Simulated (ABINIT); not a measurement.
# Al2Pt (Fm-3m) in ABINIT: a series of runs

One crystal, Al2Pt, is run at these levels: PBE; tasks: single point, relaxation of cell and atoms.

Everything below comes from runs of ABINIT 10.8.3 (patched build). Logs are shortened: lines on timing, memory, paths and dates and some standing lists are left out, and cuts for length are marked. The log counts tension as positive stress, the text compression.

### 1 Starting point

The structure is cubic, space group Fm-3m (No. 225). The conventional cell has a = 5.910 Å, b = 5.910 Å, c = 5.910 Å, α = 90.00°, β = 90.00°, γ = 90.00°. Around Pt (site symmetry m-3m) lie 8 Al at 2.56 Å. Around Al (site symmetry -43m) lie 4 Pt at 2.56 Å.

### 2 Single point, PBE (cell relaxed)

run.abi reads:

```
# Pseudopotentials
pp_dirpath "./"
pseudos "Pt.upf, Al.upf"

# Structure
acell 7.9405076728 7.9405076728 7.9405076728
rprim
     0.0000000000     0.7071067812     0.7071067812
     0.7071067812     0.0000000000     0.7071067812
     0.7071067812     0.7071067812     0.0000000000
ntypat 2
znucl 78 13
natom 3
typat 1 2 2
xred
     0.0000000000     0.0000000000     0.0000000000
     0.7500000000     0.7500000000     0.7500000000
     0.2500000000     0.2500000000     0.2500000000
chkprim 0
chksymtnons 0
tolsym 1.0e-6

# Plane-wave basis
ecut 42.0

# k points
kptopt 1
ngkpt 6 6 6
nshiftk 1
shiftk 0.0 0.0 0.0

# Exchange and correlation
ixc 11

# Bands and occupations
nband 16
occopt 3
tsmear 0.00183747

# SCF cycle
nstep 100
tolvrs 1.0e-10

# Output
iomode 3
prtwf 0
prteig 0
prtebands 0
prtvol 2
prtden 1
prtvha 1
prtvclmb 1
prtpot 1
prtelf 1
```

Potentials or basis: PseudoDojo NC SR PBE v0.4.1 standard.

Run with:

```sh
$ abinit run.abi > log 2>&1
```

run.abo:

```text
.Version 10.8.3 of ABINIT
 Symmetries : space group Fm -3 m (#225); Bravais cF (face-center cubic)
================================================================================
 Values of the parameters that define the memory need of the present run
     intxc =       0    ionmov =       0      iscf =       7    lmnmax =       8
     lnmax =       8     mgfft =      48  mpssoang =       4    mqgrid =    3001
     natom =       3  nloc_mem =       1    nspden =       1   nspinor =       1
    nsppol =       1      nsym =      48    n1xccc =    2501    ntypat =       2
    occopt =       3   xclevel =       2
       mpw =        4632          nfft =      110592          nkpt =          16
================================================================================
================================================================================

--------------------------------------------------------------------------------
------------- Echo of variables that govern the present computation ------------
--------------------------------------------------------------------------------
 -outvars: echo values of preprocessed input variables --------
            acell      7.9405076728E+00  7.9405076728E+00  7.9405076728E+00 Bohr
              amu      1.95080000E+02  2.69815390E+01
          chkprim           0
      chksymtnons           0
             ecut      4.20000000E+01 Hartree
              ixc          11
         kptrlatt        6    0    0      0    6    0      0    0    6
          kptrlen      4.76430460E+01
            natom           3
            nband          16
            ngfft          48      48      48
             nkpt          16
            nstep         100
             nsym          48
           ntypat           2
           occopt           3
        prtebands           0
           prteig           0
           prtelf           1
           prtpot           1
         prtvclmb           1
           prtvha           1
           prtvol           2
            prtwf           0
            rprim      0.0000000000E+00  7.0710678120E-01  7.0710678120E-01
                       7.0710678120E-01  0.0000000000E+00  7.0710678120E-01
                       7.0710678120E-01  7.0710678120E-01  0.0000000000E+00
          spgroup         225
           tolsym      1.00000000E-06
           tolvrs      1.00000000E-10
           tsmear      1.83747000E-03 Hartree
            typat      1  2  2
           xangst      0.0000000000E+00  0.0000000000E+00  0.0000000000E+00
                       4.4568258421E+00  4.4568258421E+00  4.4568258421E+00
                       1.4856086140E+00  1.4856086140E+00  1.4856086140E+00
            xcart      0.0000000000E+00  0.0000000000E+00  0.0000000000E+00
                       8.4221802324E+00  8.4221802324E+00  8.4221802324E+00
                       2.8073934108E+00  2.8073934108E+00  2.8073934108E+00
[... 212 lines left out ...]
  -3.32365   -1.63883   -1.63881   -1.63881   -0.04471    0.12263    0.13470    0.13470
   0.17853    0.17853    0.34118    0.42077    0.42077    0.43626    0.52245    0.52333
      occupation numbers for kpt#   2
   2.00000    2.00000    2.00000    2.00000    2.00000    2.00000    2.00000    2.00000
   2.00000    2.00000    0.00000    0.00000    0.00000    0.00000    0.00000    0.00000
 kpt#   3, nband= 16, wtk=  0.03704, kpt=  0.3333  0.0000  0.0000 (reduced coord)
  -3.32365   -1.63887   -1.63882   -1.63882   -0.00702    0.10620    0.14092    0.14092
   0.18174    0.18174    0.22946    0.37333    0.37333    0.45257    0.50448    0.50502
      occupation numbers for kpt#   3
   2.00000    2.00000    2.00000    2.00000    2.00000    2.00000    2.00000    2.00000
[... 64 lines left out ...]
      occupation numbers for kpt#  14
   2.00000    2.00000    2.00000    2.00000    2.00000    2.00000    2.00000    2.00000
   2.00000    2.00000    2.00000    2.00000    0.03519    0.00000    0.00000    0.00000
 kpt#  15, nband= 16, wtk=  0.11111, kpt= -0.3333  0.3333  0.1667 (reduced coord)
  -3.32365   -1.63888   -1.63886   -1.63884    0.06378    0.09366    0.13319    0.14732
   0.16404    0.18759    0.20255    0.24822    0.30028    0.46929    0.50123    0.55470
      occupation numbers for kpt#  15
   2.00000    2.00000    2.00000    2.00000    2.00000    2.00000    2.00000    2.00000
   2.00000    2.00000    2.00000    2.00000    1.99911    0.00000    0.00000    0.00000
 kpt#  16, nband= 16, wtk=  0.05556, kpt= -0.3333  0.5000  0.1667 (reduced coord)
  -3.32365   -1.63888   -1.63886   -1.63884    0.09343    0.09714    0.10251    0.15002
   0.17630    0.19401    0.19523    0.23183    0.27671    0.46273    0.48551    0.54626
      occupation numbers for kpt#  16
   2.00000    2.00000    2.00000    2.00000    2.00000    2.00000    2.00000    2.00000
   2.00000    2.00000    2.00000    2.00000    2.00000    0.00000    0.00000    0.00000
 Total charge density [el/Bohr^3]
)     Maximum=    1.4090E+00  at reduced coord.    0.0625    0.8958    0.9792
)Next maximum=    1.4090E+00  at reduced coord.    0.8958    0.0625    0.9792
)     Minimum=    1.5629E-03  at reduced coord.    0.2500    0.2500    0.2500
)Next minimum=    1.5629E-03  at reduced coord.    0.7500    0.7500    0.7500
   Integrated=    2.4000E+01

--- !EnergyTerms
iteration_state     : {dtset: 1, }
comment             : Components of total free energy in Hartree
kinetic             :  3.89175907054094E+01
hartree             :  3.86172504894628E+01
xc                  : -2.59681488629233E+01
Ewald energy        : -7.84026289308029E+01
psp_core            :  2.35259412315459E+00
local_psp           : -1.19594429441950E+02
non_local_psp       :  8.75235014275974E+00
internal            : -1.35325421774889E+02
'-kT*entropy'       : -2.16797100553910E-04
total_energy        : -1.35325638571990E+02
total_energy_eV     : -3.68239822016644E+03
band_energy         : -1.39430576830725E+01
...

 Cartesian components of stress tensor (hartree/bohr^3)
  sigma(1 1)=  4.18921439E-07  sigma(3 2)=  0.00000000E+00
  sigma(2 2)=  4.18921439E-07  sigma(3 1)=  0.00000000E+00
  sigma(3 3)=  4.18921439E-07  sigma(2 1)=  0.00000000E+00

-Cartesian components of stress tensor (GPa)         [Pressure= -1.2325E-02 GPa]
- sigma(1 1)=  1.23250942E-02  sigma(3 2)=  0.00000000E+00
- sigma(2 2)=  1.23250942E-02  sigma(3 1)=  0.00000000E+00
- sigma(3 3)=  1.23250942E-02  sigma(2 1)=  0.00000000E+00

== END DATASET(S) ==============================================================
================================================================================

 -outvars: echo values of variables after computation  --------
            acell      7.9405076728E+00  7.9405076728E+00  7.9405076728E+00 Bohr
           etotal     -1.3532563857E+02
            fcart      7.4931752440E-31  2.4977250813E-31 -7.4931752440E-31
                       8.7581154020E-47 -4.9954501626E-31  7.4931752440E-31
                      -7.4931752440E-31  2.4977250813E-31 -8.7581154020E-47
            rprim      0.0000000000E+00  7.0710678120E-01  7.0710678120E-01
                       7.0710678120E-01  0.0000000000E+00  7.0710678120E-01
                       7.0710678120E-01  7.0710678120E-01  0.0000000000E+00
           strten      4.1892143864E-07  4.1892143864E-07  4.1892143865E-07
                       0.0000000000E+00  0.0000000000E+00  0.0000000000E+00
           xangst      0.0000000000E+00  0.0000000000E+00  0.0000000000E+00
                       4.4568258421E+00  4.4568258421E+00  4.4568258421E+00
                       1.4856086140E+00  1.4856086140E+00  1.4856086140E+00
             xred      0.0000000000E+00  0.0000000000E+00  0.0000000000E+00
                       7.5000000000E-01  7.5000000000E-01  7.5000000000E-01
                       2.5000000000E-01  2.5000000000E-01  2.5000000000E-01
 Calculation completed.
```

Run time: 48 s. Hardware: 1 thread of Arm Neoverse V1, shared host; peak memory 0.09 GiB.

What came out:

| Quantity | Value |
| --- | --- |
| Free energy | -3682.3982 eV |
| Pressure | 0.0 GPa |
| Band gap on the k mesh | none (metal or under the smearing width) |
| Valence electrons inside the program's atomic spheres | Pt 14.55; Al 0.89 |

Levels at points of the mesh, in eV from the Fermi level:
| k point | band 10 | band 11 | band 12 | band 13 | band 14 | band 15 |
| --- | --- | --- | --- | --- | --- | --- |
| (0.00, 0.00, 0.00) | -3.67 | 2.81 | 3.78 | 3.78 | 3.78 | 5.28 |
| (0.50, 0.00, 0.00) | -3.45 | -3.45 | 0.98 | 0.98 | 3.71 | 5.05 |
| (0.50, 0.50, 0.00) | -3.40 | -3.19 | -1.61 | -1.61 | 3.00 | 3.32 |

Spin-orbit coupling is left out, which matters for the levels of Pt.

### 3 Relaxation of cell and atoms, PBE

run.abi reads:

```
pp_dirpath "./"
pseudos "78_Pt_18_2.2_2.4_pbe_n_v1.0.psp8, 13_Al_3_1.9_1.9_pbe_n_v1.0.psp8"

acell 4.1790010768 4.1790010768 4.1790010768 Angstrom
rprim
     0.0000000000     0.7071067812     0.7071067812
     0.7071067812     0.0000000000     0.7071067812
     0.7071067812     0.7071067812     0.0000000000
ntypat 2
znucl 78 13
natom 3
typat 1 2 2
chkprim 0
chksymtnons 0
tolsym 1.0e-6
xred
            0.0            0.0            0.0
            3/4            3/4            3/4
            1/4            1/4            1/4

ecut 22.0
ecutsm 0.5

kptopt 1
ngkpt 6 6 6
nshiftk 1
shiftk 0.0 0.0 0.0

ixc 11

nband 16
occopt 3
tsmear 0.05 eV

nstep 80
tolvrs 1.0e-12

iomode 3
prteig 0
prtebands 0
prtwf 0
prtden 0

ionmov 2
optcell 2
ntime 50
tolmxf 2.0e-5
dilatmx 1.08
```

Potentials or basis: SPMS NC PBE v1.0.

Run with:

```sh
$ mpirun --bind-to none -np 4 abinit run.abi > log 2>&1
```

Run time: 21 s. Hardware: 4 MPI ranks of Arm Neoverse V2, shared host; peak memory 0.28 GiB.

It converged, with:

- Free energy: -3647.8952 eV
- Relaxed volume: 17.50 Å³/atom
- Relaxed cell: a = 4.203 Å, b = 4.203 Å, c = 4.203 Å, α = 60.00°, β = 60.00°, γ = 60.00°
- Space group after relaxing (to 0.05 Å): Fm-3m (No. 225)
- Energy gained by relaxing: 2.2 meV/atom
- Ionic steps: 4
- Pressure after relaxing: 0.0 GPa
- Band gap on the k mesh: none (metal or under the smearing width)

Step by step:
| step | energy change (eV) | largest force (eV/Å) | pressure (GPa) | volume (Å³) |
| --- | --- | --- | --- | --- |
| 1 | 0.0000 | 0.0000 | 2.37 | 51.61 |
| 2 | -0.0044 | 0.0000 | 1.36 | 51.98 |
| 3 | -0.0066 | 0.0000 | 0.03 | 52.50 |
| 4 | -0.0066 | 0.0000 | 0.00 | 52.51 |

Final structure:
```xyz
3
Lattice="0.0000 2.9722 2.9722 2.9722 0.0000 2.9722 2.9722 2.9722 0.0000" Properties=species:S:1:pos:R:3 pbc="T T T"
Pt    0.0000    0.0000    0.0000
Al    4.4583    4.4583    4.4583
Al    1.4861    1.4861    1.4861
```

Spin-orbit coupling is left out, which matters for the levels of Pt. Zero-point motion and thermal expansion aren't in these numbers.
